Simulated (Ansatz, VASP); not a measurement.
One calculation of Sb, two programs

POSCAR

```
Sb
1.0
    3.0875323681      0.0000000000      0.0000000000
    0.0000000000      3.0875323681      0.0000000000
    0.0000000000      0.0000000000      3.0875323681
Sb
1
Direct
    0.0000000000      0.0000000000      0.0000000000
```

The input INCAR.step1:

```
ALGO = Normal ; EDIFF = 1E-4
ENCUT = 520 ; GGA = PE
ISMEAR = 0 ; LASPH = T
LCHARG = F ; LREAL = F
LWAVE = T ; NBANDS = 8
NELM = 100 ; PREC = Accurate
SIGMA = 0.1
```

File INCAR.step2:

```
ALGO = Normal ; EDIFF = 1E-6
ENCUT = 520 ; ISIF = 2
ISMEAR = 0 ; ISTART = 1
LASPH = T ; LCHARG = T
LELF = T ; LMIXTAU = T
LREAL = F ; LVHAR = T
LWAVE = F ; METAGGA = R2SCAN
NBANDS = 8 ; NELM = 100
PREC = Accurate ; SIGMA = 0.1
```

KPOINTS

```
k-points
0
Gamma
  14 14 14
```

Input for Ansatz:

```yaml
crystal:
  lattice:
    - [3.0875323681, 0.0, 0.0]
    - [0.0, 3.0875323681, 0.0]
    - [0.0, 0.0, 3.0875323681]
  atoms:
    - { symbol: Sb, position: [0.0, 0.0, 0.0] }
basis:
  ecutwfc: 500
kpoints:
  mp_grid: { grid: [14, 14, 14] }
  band_path:
    path:
      - [[0.0, 0.0, 0.0], [0.0, 0.5, 0.0], [0.5, 0.5, 0.0], [0.0, 0.0, 0.0], [0.5, 0.5, 0.5], [0.0, 0.5, 0.0]]
      - [[0.5, 0.5, 0.5], [0.5, 0.5, 0.0]]
    npoints: 14
hamiltonian:
  xc: r2scan
scf:
  occupations: { method: gaussian, width: 0.1 }
  n_extra_bands: 6
output:
  forces: true
  stress: true
  eigenvalues: true
  populations: true
  dos: { projected: true, de: 0.02, nscf_kmesh: { grid: [21, 21, 21] } }
  bader: true
  write_density: true
  write_potential: true
  elf: true
  volumetric_format: npy
```

This isn't the form of Sb at room conditions, which is rhombohedral.

Alike in both runs: task single point; functional r2SCAN; k mesh 14 × 14 × 14; occupations gaussian, width 0.1 eV; no spin polarisation.

|  | VASP | Ansatz |
| --- | --- | --- |
| version | VASP 6.6.1 | Ansatz 0.2.0 |
| potentials or method | VASP PAW PBE potentials, release 64 (Sb) | scalar-relativistic, plane waves, PAW |
| plane-wave cutoff (eV) | 520 | 500 |
| valence electrons in the cell | 5 | 15 |

```tsv
	VASP	Ansatz	Ansatz less VASP
gap on the k mesh at the Fermi level (eV)	none	none	-
pressure (GPa)	0.0	0.0	-0.02
```

A gap of «none» marks a metal or a gap that the smearing closes. With one functional, cell and mesh, what is left measures potentials, basis and numerics. The two sets of potentials don't hold the same shells in valence.

Caveats: the PAW data sets were made with another functional, which shifts forces and pressure a little (VASP). Spin-orbit coupling is left out, which matters for the levels of Sb.
